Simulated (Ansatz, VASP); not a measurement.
# I in VASP and in Ansatz

INCAR

```
SYSTEM = I
  PREC = Accurate
  ENCUT = 520
  EDIFF = 1E-7
  ISMEAR = -1
  SIGMA = 0.05
  LREAL = .FALSE.
  LASPH = .TRUE.
  NELM = 100
  ALGO = Normal
  ISIF = 2
  LWAVE = .FALSE.
  LCHARG = .TRUE.
  LELF = .TRUE.
  LVHAR = .TRUE.
  NBANDS = 10
```

The input KPOINTS:

```
regular mesh
0
G
  14 14 14
  0 0 0
```

POSCAR

```
I
1.0
    0.0000000000      2.2124535117      2.2124535117
    2.2124535117      0.0000000000      2.2124535117
    2.2124535117      2.2124535117      0.0000000000
I
1
Direct
    0.0000000000      0.0000000000      0.0000000000
```

Input for Ansatz:

```yaml
crystal:
  lattice:
    - [0.0, 2.2124535117, 2.2124535117]
    - [2.2124535117, 0.0, 2.2124535117]
    - [2.2124535117, 2.2124535117, 0.0]
  atoms:
    - { symbol: I, position: [0.0, 0.0, 0.0] }
kpoints:
  mp_grid: { grid: [14, 14, 14] }
scf:
  occupations: { method: fermi_dirac, width: 0.05 }
hamiltonian:
  xc: lda
  pseudopotentials: { kind: all_electron, lapw: { basis_error: 0.001 } }
output:
  forces: true
  stress: true
  eigenvalues: true
  populations: true
```

Change from the starting cell: volume scaled by 0.7, LAPW.

Alike in both runs: task single point; functional LDA; k mesh 14 × 14 × 14; occupations fermi-dirac, width 0.05 eV; no spin polarisation.

|  | VASP | Ansatz |
| --- | --- | --- |
| version | VASP 6.6.1 | Ansatz 0.2.0 |
| potentials or method | VASP PAW LDA potentials, release 64 (I) | all-electron LAPW, scalar-relativistic |
| plane-wave cutoff (eV) | 520 | see its input |

|  | VASP | Ansatz | Ansatz less VASP |
| --- | --- | --- | --- |
| pressure (GPa) | 33.2 | 33.2 | +0.06 |

Ansatz ran all-electron here, so the differences hold the error of VASP's frozen core and of both bases.

Caveats: so large a pressure means that the cell lies far from this level's equilibrium, or that cutoff or potentials fall short (VASP); an odd number of electrons without spin polarisation forces a metal; a magnetic or distorted state may lie lower. The runs have no spin-orbit coupling, so splittings on I are missing.
